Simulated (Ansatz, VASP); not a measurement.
Two plane-wave programs on SiC

```
Si C
1.0
     3.09177    0.00000    0.00000
    -1.54588    2.67755    0.00000
     0.00000    0.00000    5.07402
Si C
2 2
Direct
  0.33333 0.66667 0.00456
  0.66667 0.33333 0.50456
  0.33333 0.66667 0.38044
  0.66667 0.33333 0.88044
```

Alike in both runs: functional PBE; k mesh 6 × 6 × 4; occupations gaussian, width 0.1 eV; no spin polarisation.

Ansatz relaxed the structure, and its values are those at the end. VASP's run is a single point on that final structure, the one shown.

|  | VASP | Ansatz |
| --- | --- | --- |
| version | VASP 6.6.1 | Ansatz 0.2.0 |
| potentials or method | VASP PAW PBE potentials, release 64 (Si, C) | scalar-relativistic, plane waves, PAW |
| plane-wave cutoff (eV) | 520 | 420 |
| valence electrons in the cell | 16 | 16 |

|  | VASP | Ansatz | Ansatz less VASP |
| --- | --- | --- | --- |
| gap on the k mesh at the Fermi level (eV) | 2.30 | 2.30 | +0.004 |
| least direct gap on the mesh (eV) | 3.94 | 3.94 | +0.003 |
| pressure (GPa) | 0.0 | 0.0 | +0.05 |

A k mesh can miss the band edges.
